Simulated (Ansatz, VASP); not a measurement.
Sb in VASP and in Ansatz

```
Sb
1.0
     3.16000    0.00000    0.00000
     0.00000    3.51550    0.00000
     0.00000    0.00000    3.16000
Sb
1
Direct
  0.00000 0.00000 0.00000
```

Change from the starting cell: strain +0.1125 x Voigt [0, 1, 0, 0, 0, 0], atoms carried along.

Alike in both runs: task single point; functional PBEsol; k mesh 16 × 16 × 16; occupations gaussian, width 0.15 eV; no spin polarisation.

|  | VASP | Ansatz |
| --- | --- | --- |
| version | VASP 6.6.1 | Ansatz 0.2.0 |
| potentials or method | VASP PAW PBE potentials, release 64 (Sb) | scalar-relativistic, plane waves, PAW |
| plane-wave cutoff (eV) | 520 | 420 |
| valence electrons in the cell | 5 | 15 |

|  | VASP | Ansatz | Ansatz less VASP |
| --- | --- | --- | --- |
| gap on the k mesh at the Fermi level (eV) | none | none | - |
| pressure (GPa) | -7.1 | -7.1 | -0.01 |
| largest component of the traceless stress (GPa) | 3.18 | 3.17 | -0.017 |

A gap of «none» marks a metal or a gap that the smearing closes. With one functional, cell and mesh, what is left measures potentials, basis and numerics. The two sets of potentials don't hold the same shells in valence.

Caveats: the PAW data sets were made with another functional, which shifts forces and pressure a little (VASP). The runs have no spin-orbit coupling, so splittings on Sb are missing.
